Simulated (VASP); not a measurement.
# O (Fmmm) in VASP: equation of state, part 2 of 2

VASP 6.6.1.

## Step 5: Equation of state, PBE, 11.29 Å³/atom (volume scaled by 1.02)

Contents of INCAR:

```
SYSTEM = O
  PREC = Accurate
  ENCUT = 520
  EDIFF = 1E-7
  ISMEAR = -1
  SIGMA = 0.05
  LREAL = .FALSE.
  LASPH = .TRUE.
  NELM = 60
  ALGO = Normal
  ISIF = 2
  LWAVE = .FALSE.
  LCHARG = .FALSE.
  GGA = PE
  NBANDS = 13
```

Contents of KPOINTS:

```
Automatic mesh
0
G
  12 12 12
  0 0 0
```

Contents of POSCAR:

```
O
1.0
    0.0000000000      1.9024011595      3.9246578651
    1.5117188064      0.0000000000      3.9246578651
    1.5117188064      1.9024011595      0.0000000000
O
2
Direct
    0.5789020000      0.5789020000      0.4210980000
    0.4210980000      0.4210980000      0.5789020000
```

Potentials or basis: VASP PAW PBE potentials, release 64 (O).

Run with:

```bash
$ cat potpaw_PBE.64/O/POTCAR > POTCAR
$ mpirun -np 1 vasp_std > vasp.out
```

OUTCAR:

```text
SYSTEM = O
   PREC = Accurate
   ENCUT = 520
   EDIFF = 1E-7
   ISMEAR = -1
   LREAL = .FALSE.
   LASPH = .TRUE.
   NELM = 60
   ISIF = 2
   GGA = PE

 ion  position               nearest neighbor table
   1  0.579  0.579  0.421-   2 1.24
   2  0.421  0.421  0.579-   1 1.24

  LATTYP: Found a face centered orthorhombic cell.
 ALAT       =     3.0234376128
 B/A-ratio  =     1.2584358622
 C/A-ratio  =     2.5961560103

  Lattice vectors:

 A1 = (   0.0000000000,   1.9024011595,   3.9246578651)
 A2 = (   1.5117188064,   0.0000000000,   3.9246578651)
 A3 = (   1.5117188064,   1.9024011595,   0.0000000000)

Analysis of symmetry for initial positions (statically):
=====================================================================
 Subroutine PRICEL returns:
 Original cell was already a primitive cell.

 Routine SETGRP: Setting up the symmetry group for a
 face centered orthorhombic supercell.

 Subroutine GETGRP returns: Found  8 space group operations
 (whereof  8 operations were pure point group operations)
 out of a pool of  8 trial point group operations.

The static configuration has the point symmetry D_2h.

Analysis of symmetry for dynamics (positions and initial velocities):
=====================================================================
 Subroutine PRICEL returns:
 Original cell was already a primitive cell.

 Routine SETGRP: Setting up the symmetry group for a
 face centered orthorhombic supercell.

 Subroutine GETGRP returns: Found  8 space group operations
 (whereof  8 operations were pure point group operations)
 out of a pool of  8 trial point group operations.

The dynamic configuration has the point symmetry D_2h.

 Subroutine INISYM returns: Found  8 space group operations
 (whereof  8 operations are pure point group operations),
 and found     1 'primitive' translations

----------------------------------------------------------------------------------------

                                     Primitive cell

  volume of cell :      22.5738

  direct lattice vectors                    reciprocal lattice vectors
     0.000000000  1.902401160  3.924657865    -0.330749342  0.262825744  0.127399640
     1.511718806  0.000000000  3.924657865     0.330749342 -0.262825744  0.127399640
     1.511718806  1.902401160  0.000000000     0.330749342  0.262825744 -0.127399640

  length of vectors
     4.361429758  4.205738117  2.429902039     0.441251818  0.441251818  0.441251818

  position of ions in fractional coordinates (direct lattice)
     0.578902000  0.578902000  0.421098000
     0.421098000  0.421098000  0.578902000

  ion indices of the primitive-cell ions
   primitive index   ion index
                 1           1
                 2           2

----------------------------------------------------------------------------------------

 KPOINTS: Automatic mesh

Automatic generation of k-mesh.
 Grid dimensions read from file:
 generate k-points for:   12   12   12

 Generating k-lattice:

  Cartesian coordinates                     Fractional coordinates (reciprocal lattice)
    -0.027562445  0.021902145  0.010616637     0.083333333  0.000000000 -0.000000000
[... 66 lines left out ...]
 [... further k-points ...]
   k-points           NKPTS =    280   k-points in BZ     NKDIM =    280   number of bands    NBANDS=     13
   number of dos      NEDOS =    301   number of ions     NIONS =      2
   total plane-waves  NPLWV =  18432
   dimension x,y,z NGX =    32 NGY =   32 NGZ =   18
   dimension x,y,z NGXF=    64 NGYF=   64 NGZF=   36
   ions per type =               2
   NGX,Y,Z   is equivalent  to a cutoff of  12.20, 12.65, 12.32 a.u.
   NGXF,Y,Z  is equivalent  to a cutoff of  24.40, 25.30, 24.63 a.u.
 SYSTEM =  O
   PREC   = accura    normal or accurate (medium, high low for compatibility)
   ISTART =      0    job   : 0-new  1-cont  2-samecut
   ICHARG =      2    charge: 1-file 2-atom 10-const
   ISPIN  =      1    spin polarized calculation?
   LNONCOLLINEAR =      F non collinear calculations
   LSORBIT =      F    spin-orbit coupling
   LASPH  =      T    aspherical Exc in radial PAW
   ENCUT  =  520.0 eV  38.22 Ry    6.18 a.u.   8.11  7.82  4.52*2*pi/ulx,y,z
   NELM   =     60;   NELMIN=  2; NELMDL= -5     # of ELM steps
   EDIFF  = 0.1E-06   stopping-criterion for ELM
   LREAL  =      F    real-space projection
   EDIFFG = 0.1E-05   stopping-criterion for IOM
   NSW    =      0    number of steps for IOM
   IBRION =     -1    ionic relax: 0-MD 1-quasi-New 2-CG
   NFREE  =      0    steps in history (QN), initial steepest desc. (CG)
   ISIF   =      2    stress and relaxation
   ISYM   =      2    0-nonsym 1-usesym 2-fastsym
   POTIM  = 0.5000    time-step for ionic-motion
   TEBEG  =    0.0;   TEEND  =   0.0 temperature during run
   PSTRESS=    0.0 pullay stress
   NELECT =      12.0000    total number of electrons
   NUPDOWN=      -1.0000    fix difference up-down
   EMIN   =  10.00;   EMAX   =-10.00  energy-range for DOS
   EFERMI =   0.00;   METHOD = LEGACY
   ISMEAR =    -1;   SIGMA  =   0.05  broadening in eV -4-tet -1-fermi 0-gaus
   EFERMI_NEDOS =   21; number of points for ismear=-14 and -15
   IALGO  =     38    algorithm
   IMIX   =      4    mixing-type and parameters
     AMIX     =   0.40;   BMIX     =  1.00
     AMIX_MAG =   1.60;   BMIX_MAG =  1.00
  volume/ion in A,a.u.               =      11.29        76.17
  Fermi-wavevector in a.u.,A,eV,Ry     =   1.326173  2.506104 23.929050  1.758736
  Thomas-Fermi vector in A             =   2.455580
   LORBIT       =      0    0 simple, 1 ext, 2 COOP (PROOUT), +10 PAW based schemes
   GGA     = PE    functional components
   LHFCALC =     F    Hartree Fock is set to
   AEXX    =    0.0000 exact exchange contribution
   IVDW    =     0    specifies the selected vdW correction
   LEPSILON=     F    determine dielectric tensor
   LRPA    =     F    only Hartree local field effects (RPA)
 non-spin polarized calculation
  energy-cutoff  :      520.00
  volume of cell :       22.57
 maximum number of plane-waves:       630
   NGX = 17   NGY = 15   NGZ =  9

 number of electron      11.9999999 magnetization

 Free energy of the ion-electron system (eV)
  ---------------------------------------------------
  ext. energy  EPLUGINS =         0.00000000
  ---------------------------------------------------
  free energy    TOTEN  =        -9.65524692 eV

  energy without entropy =       -9.64643783  energy(sigma->0) =       -9.65084237

 E-fermi :   0.2557     XC(G=0):  -9.4389

 val. band max:        0.2524989178   @ k =   0.2500  -0.0000   0.1667
 cond. band min:       0.2568003898   @ k =  -0.4167   0.3333   0.1667
 fundamental gap:      0.0043014721
 Fermi energy:         0.2557020998

 k-point     1 :       0.0000    0.0000    0.0000
  band No.  band energies     occupation
      1     -26.5075      2.00000
      2     -14.4221      2.00000
      3      -8.1149      2.00000
      4      -4.6814      2.00000
      5      -4.2165      2.00000
      6       1.3731      0.00000
      7       1.7735      0.00000
      8      10.1400      0.00000
      9      10.2938      0.00000
     10      12.9475      0.00000
     11      18.6230      0.00000
     12      21.2954      0.00000
     13      26.6529      0.00000
[... 610 lines left out ...]
  band No.  band energies     occupation
      1     -26.4743      2.00000
      2     -14.9099      2.00000
      3      -7.0303      2.00000
      4      -4.7276      2.00000
      5      -4.2389      2.00000
      6       1.4868      0.00000
      7       1.8287      0.00000
      8       6.6130      0.00000
      9      11.1007      0.00000
     10      13.7046      0.00000
     11      20.6331      0.00000
     12      24.3946      0.00000
     13      28.3051      0.00000

 [... further k-points ...]

------------------------ aborting loop because EDIFF is reached ----------------------------------------

  FORCE on cell =-STRESS in cart. coord.  units (eV):
  Direction    XX          YY          ZZ          XY          YZ          ZX
  --------------------------------------------------------------------------------------
  -------------------------------------------------------------------------------------
  Total        0.1996216     -0.2086534     -0.6027010     -0.0000000      0.0000000      0.0000000
  in kB       14.1681534    -14.8091808    -42.7767270     -0.0000000      0.0000000      0.0000000
  external PRESSURE =     -14.4725848 kB  Pullay stress =       0.0000000 kB

 VOLUME and BASIS-vectors are now :
 -----------------------------------------------------------------------------
  energy-cutoff  :      520.00
  volume of cell :       22.57
      direct lattice vectors                 reciprocal lattice vectors
     0.000000000  1.902401160  3.924657865    -0.330749342  0.262825744  0.127399640
     1.511718806  0.000000000  3.924657865     0.330749342 -0.262825744  0.127399640
     1.511718806  1.902401160  0.000000000     0.330749342  0.262825744 -0.127399640

 POSITION                                       TOTAL-FORCE (eV/Angst)
 -----------------------------------------------------------------------------------
      1.51172      1.90240      4.54398         0.000000      0.000000     -0.670542
      1.51172      1.90240      3.30533         0.000000      0.000000      0.670542
 -----------------------------------------------------------------------------------
    total drift:                                0.000000      0.000000      0.000000

  FREE ENERGIE OF THE ION-ELECTRON SYSTEM (eV)
  ---------------------------------------------------
  free  energy   TOTEN  =        -9.6552469231 eV

  energy  without entropy=       -9.6464378260  energy(sigma->0) =       -9.65084237
```

Wall time 97 s (1 thread of AMD EPYC 7R13 (Zen 3), shared host); peak memory 0.15 GiB.

What came out:

| Property | Result |
| --- | --- |
| Free energy | -9.6552 eV |
| Pressure | -1.4 GPa |
| Largest force | 0.671 eV/Å |
| Band gap on the k mesh | none (metal or under the smearing width) |

Caveat: the standard files for N, O and F lose accuracy on very short bonds; spin is off for a triplet molecule.

## Step 6: Equation of state, PBE, 11.51 Å³/atom (volume scaled by 1.04)

Contents of INCAR:

```
ALGO     = Normal         # electronic algorithm
EDIFF    = 1E-7           # SCF threshold, eV
ENCUT    = 520            # plane-wave cutoff, eV
GGA      = PE             # functional
ISIF     = 2              # what is computed and relaxed
ISMEAR   = -1             # smearing method
LASPH    = True           # aspherical terms in the spheres
LCHARG   = False          # write CHGCAR
LREAL    = False          # projectors in reciprocal space
LWAVE    = False          # write WAVECAR
NBANDS   = 13             # bands
NELM     = 80             # most SCF steps
PREC     = Accurate       # precision mode
SIGMA    = 0.05           # smearing width, eV
```

Contents of KPOINTS:

```
k-points
0
Gamma
  12 12 12
```

Contents of POSCAR:

```
O
1.0
    0.0000000000      1.9147547599      3.9501433705
    1.5215354374      0.0000000000      3.9501433705
    1.5215354374      1.9147547599      0.0000000000
O
2
Direct
    0.5789020000      0.5789020000      0.4210980000
    0.4210980000      0.4210980000      0.5789020000
```

Potentials or basis: VASP PAW PBE potentials, release 64 (O).

Run with:

```bash
$ cat potpaw_PBE.64/O/POTCAR > POTCAR
$ mpirun -np 1 vasp_std > vasp.out
```

Wall time 1.9 min (1 thread of AMD EPYC 7R13 (Zen 3), shared host); peak memory 0.16 GiB.

The run converged. Its results:

| Property | Result |
| --- | --- |
| Free energy | -9.6496 eV |
| Pressure | -3.5 GPa |
| Largest force | 1.182 eV/Å |
| Band gap on the k mesh | none (metal or under the smearing width) |

Caveat: the standard files for N, O and F lose accuracy on very short bonds; spin is off for a triplet molecule; forces of over 1 eV/Å show positions far from the minimum, so gaps and moduli don't describe the material at rest.

## Step 7: Equation of state, PBE, 11.73 Å³/atom (volume scaled by 1.06)

Contents of INCAR:

```
SYSTEM = O
PREC = Accurate ; ENCUT = 520
EDIFF = 1E-7 ; ISMEAR = -1
SIGMA = 0.05 ; LREAL = .FALSE.
LASPH = .TRUE. ; NELM = 100
ALGO = Normal ; ISIF = 2
LWAVE = .FALSE. ; LCHARG = .FALSE.
GGA = PE ; NBANDS = 13
```

Contents of KPOINTS:

```
regular mesh
0
G
  12 12 12
  0 0 0
```

Contents of POSCAR:

```
O
1.0
    0.0000000000      1.9269509789      3.9753041977
    1.5312270072      0.0000000000      3.9753041977
    1.5312270072      1.9269509789      0.0000000000
O
2
Direct
    0.5789020000      0.5789020000      0.4210980000
    0.4210980000      0.4210980000      0.5789020000
```

Run with:

```bash
$ cat potpaw_PBE.64/O/POTCAR > POTCAR
$ mpirun -np 1 vasp_std > vasp.out
```

Run time: 1.9 min. Hardware: 1 thread of AMD EPYC 7R13 (Zen 3), shared host; peak memory 0.16 GiB.

It converged, with:

```yaml
Free_energy: -9.6386 eV
Pressure: -5.3 GPa
Largest_force: 1.656 eV/Å
Band_gap_on_the_k_mesh: none (metal or under the smearing width)
```

Caveat: the standard files for N, O and F lose accuracy on very short bonds; spin is off for a triplet molecule; forces of over 1 eV/Å show positions far from the minimum, so gaps and moduli don't describe the material at rest.

## Step 8: Equation of state, PBE

Potentials or basis: VASP PAW PBE potentials, release 64 (O).

No new run: the results of the series are fitted here.

Results:

```yaml
Equilibrium_volume: 11.18 Å³/atom
Bulk_modulus_at_fixed_shape_and_positions: 113 GPa
Pressure_derivative_of_the_bulk_modulus: 4.3
```

Energy against volume, from the lowest point:
```csv
volume (Å³/atom),energy (meV/atom)
10.402,21.75
10.623,10.63
10.844,3.54
11.066,0.13
11.287,0.00
11.508,2.82
11.730,8.31
```

Caveat: the standard files for N, O and F lose accuracy on very short bonds; spin is off for a triplet molecule; the cell was scaled at fixed shape and fractional positions, which overstates the stiffness of a crystal with free parameters, most of all of layers and chains.
